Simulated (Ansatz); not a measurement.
Zn:

```
Zn
1.0
     2.67000    0.00000    0.00000
    -1.33500    2.31229    0.00000
     0.00000    0.00000    4.96600
Zn
2
Cartesian
  1.3350 0.7708 3.7245
  0.0000 1.5415 1.2415
```

A run of Ansatz 0.2.0 on this cell left the log below. Logs are shortened: lines on timing, memory, paths and dates and some standing lists are left out, and cuts for length are marked.

```text
Warning: RAYON_NUM_THREADS=1 ignored (pool sized by the plan → 1); use --threads N
Zn: projections on atomic orbitals take those of the free atom 1s2 2s2 2p6 3s2 3p6 3d10 4s2, of charge +0.00 (hamiltonian.pseudopotentials.projection_atoms)
LAPW: plane waves up to 8.324 Å⁻¹, error target 1.0e-3 eV per atom; small_component_spin mean_spin; Zn in spheres of 1.335 Å, 20 of its electrons in bands, Dirac shells [] (how accurate: hamiltonian.pseudopotentials.lapw.basis_error, Limitations)
Engine: ansatz 0.2.0, x86_64-unknown-linux-gnu
Pseudopotentials: kind: all_electron
Pseudopotential: Zn, LAPW, valence charge 20, lapw/all_electron/scalar/gaussian/Zn, Koelling and Harmon's equation, gaussian nucleus
Functional definition: PBEsol
  exchange = pbesol_x
  correlation = pbesol_c
Crystal: 2 atoms, lattice volume = 30.659 Å³
Basis set: ecut = 263.97108398091683 eV, 313 PW (Γ), exchange–correlation at level 2
Bands: 24, of which v1, the nominal top of the filled ones, is band 20 counted from 1 (19 counted from 0)
Symmetry: 24 space group operations
Space group: P63/mmc (ITA 194), of the structure as read, at distance tolerance 3.1e-5 Å
k-points: 64 of 726
Non-local potential: Zn, projectors of the file, none
Initial density: superposition of atomic densities (chi_scale 0.1, normalization cell)
Initial wavefunctions: plane waves of lowest kinetic energy (no species holds an atomic orbital)
Functional: x = pbesol(κ = 0.804, μ = 0.12345679012345678), c = pbesol(β = 0.046)
iter 1 solved again at ethr=1.80e-4 eV; its pass at ethr=1.00e-1 eV (dr2=7.22e-2 eV) is discarded
SCF iter   1: F=—  HF=-97670.028138 eV  |F-HF|=—  |Δ(HF+E_count)|=         —  Δρ=1.98e-2  dr2=7.24e-2  ethr=1.80e-4  ⟨swp⟩=3.0  Hψ=10210  notcnv=0
preconditioner: auto → Kerker (q_TF=auto, 2.852 Å⁻¹)  [metal: Δε(μ)=0.072 eV  Ē_g=12.296 eV  σ=0.050 eV  W_gap=0.33  n_scr=10 (ndim 8)  ℏωp=32.9 eV  f_vac=0.000  D(μ)=0.57/eV (n_scr^D=2)]
SCF iter   2: F=—  HF=-97669.908676 eV  |F-HF|=—  |Δ(HF+E_count)|=   1.19e-1  Δρ=7.79e-3  dr2=1.57e-2  ethr=1.80e-4  ⟨swp⟩=3.0  Hψ=5108  notcnv=0
SCF iter   3: F=—  HF=-97669.779317 eV  |F-HF|=—  |Δ(HF+E_count)|=   1.29e-1  Δρ=8.91e-3  dr2=1.83e-2  ethr=3.93e-5  ⟨swp⟩=3.0  Hψ=4799  notcnv=0
SCF iter   4: F=—  HF=-97669.771320 eV  |F-HF|=—  |Δ(HF+E_count)|=   8.00e-3  Δρ=3.62e-3  dr2=3.76e-3  ethr=3.93e-5  ⟨swp⟩=2.0  Hψ=4424  notcnv=0
iter 5 solved again at ethr=2.90e-7 eV; its pass at ethr=9.40e-6 eV (dr2=1.16e-4 eV) is discarded
SCF iter   5: F=—  HF=-97669.771649 eV  |F-HF|=—  |Δ(HF+E_count)|=   3.29e-4  Δρ=6.38e-4  dr2=1.16e-4  ethr=2.90e-7  ⟨swp⟩=2.0  Hψ=7572  notcnv=0
SCF iter   6: F=—  HF=-97669.771614 eV  |F-HF|=—  |Δ(HF+E_count)|=   3.47e-5  Δρ=1.20e-4  dr2=4.02e-6  ethr=2.90e-7  ⟨swp⟩=2.0  Hψ=4424  notcnv=0
SCF iter   7: F=—  HF=-97669.771612 eV  |F-HF|=—  |Δ(HF+E_count)|=   1.93e-6  Δρ=2.49e-5  dr2=2.46e-7  ethr=1.01e-8  ⟨swp⟩=2.0  Hψ=4424  notcnv=0
SCF iter   8: F=-97669.771612 eV  HF=-97669.771612 eV  |F-HF|=1.80e-8  |Δ(HF+E_count)|=   4.51e-8  Δρ=5.36e-6  dr2=9.71e-9  ethr=6.15e-10  ⟨swp⟩=2.0  Hψ=4424  notcnv=0
SCF 1 converged in 8 iterations: F = -97669.771612 eV  dr2 = 9.71e-9
SCF converged after 8 iterations
Free energy (F): -97669.771612 eV
Harris-Foulkes:  -97669.771612 eV  (|F-HF|=1.80e-8)
Internal energy: -97669.766898 eV  (E = F + TS)
E sigma→0 (E₀):  -97669.769255 eV
Entropy (-TS):   -0.004714 eV (-2.357 meV/atom)
Fermi energy:    13.432474 eV
--- Per-component energies (eV) ---
  E_band       = -1094.174386
  E_kinetic    = 99453.557185
  E_xc         = -3822.191059
  E_electrostatic = -193301.133024  (all electrons and nuclei)
  E_smearing   = -0.004714  (= −TS)
  E_closure    = 0.000000  (closes the sum)
  E_atoms      = -97666.664271  (free atoms, spherical and without spin; not in F)
  Σ components = -97669.771612   (vs F -97669.771612, Δ=0.00e0)
  Basis errors (estimates in eV, not in F): energy 2.6e-4 per atom: plane waves 2.4e-4 (1.3e-4 summed), levels above the bands 3.7e-60, relativity 7.3e-9, radial functions 1.5e-5, core shells 1.1e-11; eigenvalues (radial functions only) 1.3e-5; not estimated: angular momenta, meshes, grids; target (lapw.basis_error) 1.0e-3; muffin-tin radii Zn 1.335 Å
--- Forces (eV/Å), atoms counted from 1 ---
  atom   1  Zn     0.00000000    -0.00000000    -0.00000000
  atom   2  Zn     0.00000000     0.00000000     0.00000000
  max |Σ_I F_I| component: 4.63e-18 eV/Å
--- Stress (GPa, compression-positive) ---
       -5.637761       0.000000       0.000000
        0.000000      -5.637761       0.000000
        0.000000       0.000000      -5.588759
  P = ⅓ Tr σ = -5.6214 GPa (-56.214 kbar)
--- Band table (eV; the first three rows and the last of 64) ---
  k-point 0: bands = ["-112.6027", "-112.6019", "-66.9308", "-66.9191", "-66.9014", "-66.9014", "-66.9001", "-66.9001", "3.2147", "5.0358", "5.7377", "5.9712", "5.9712", "6.0205", "6.0205", "6.3474", "6.3474", "6.5526", "6.5526", "9.9466", "10.5144", "26.9608", "30.5196", "30.8263"]
  k-point 1: bands = ["-112.6027", "-112.6019", "-66.9300", "-66.9199", "-66.9013", "-66.9013", "-66.9002", "-66.9002", "3.3806", "5.0155", "5.7420", "5.9693", "5.9693", "6.0132", "6.0132", "6.3664", "6.3664", "6.5428", "6.5428", "8.2857", "12.5423", "24.5916", "30.9911", "30.9911"]
  k-point 2: bands = ["-112.6025", "-112.6021", "-66.9279", "-66.9220", "-66.9011", "-66.9011", "-66.9004", "-66.9004", "3.8516", "4.8972", "5.7842", "5.9693", "5.9693", "5.9958", "5.9958", "6.4131", "6.4131", "6.5138", "6.5138", "6.8243", "15.1549", "21.2571", "31.4587", "31.4587"]
  k-point 63: bands = ["-112.5994", "-112.5994", "-66.9248", "-66.9248", "-66.9206", "-66.9206", "-66.9169", "-66.9169", "5.6643", "5.6643", "5.8006", "5.8006", "6.0104", "6.0104", "6.2311", "6.2311", "6.5483", "6.5483", "13.8594", "13.8594", "14.8587", "14.8587", "17.0511", "17.0511"]
--- Löwdin populations: 2 sites ---
  site symbol       q [e]
     0     Zn     29.4465
     1     Zn     29.4465
  spilling = 0.018451 (of n_electrons = 60.000000)
```

Problem. Write the input and the command behind it.

Solution. Single point with PBEsol, no spin polarisation. The files as run (others can give the same):

input.yaml
```yaml
crystal:
  lattice:
    - [2.67, 0.0, 0.0]
    - [-1.335, 2.3122878281, 0.0]
    - [0.0, 0.0, 4.966]
  atoms:
    - { symbol: Zn, position: [0.6666666667, 0.3333333333, 0.75] }
    - { symbol: Zn, position: [0.3333333333, 0.6666666667, 0.25] }
kpoints:
  mp_grid: { grid: [11, 11, 6] }
scf:
  occupations: { method: fermi_dirac, width: 0.05 }
hamiltonian:
  xc: pbesol
  pseudopotentials: { kind: all_electron, lapw: { basis_error: 0.001 } }
output:
  forces: true
  stress: true
  eigenvalues: true
  populations: true
```

Potentials or basis: all-electron LAPW, scalar-relativistic.
Command:
```console
$ ansatz run input.yaml --threads 1 --pin off --max-ram 3072MiB --backend cpu --events-out ev --progress --plain --runs-dir out
```
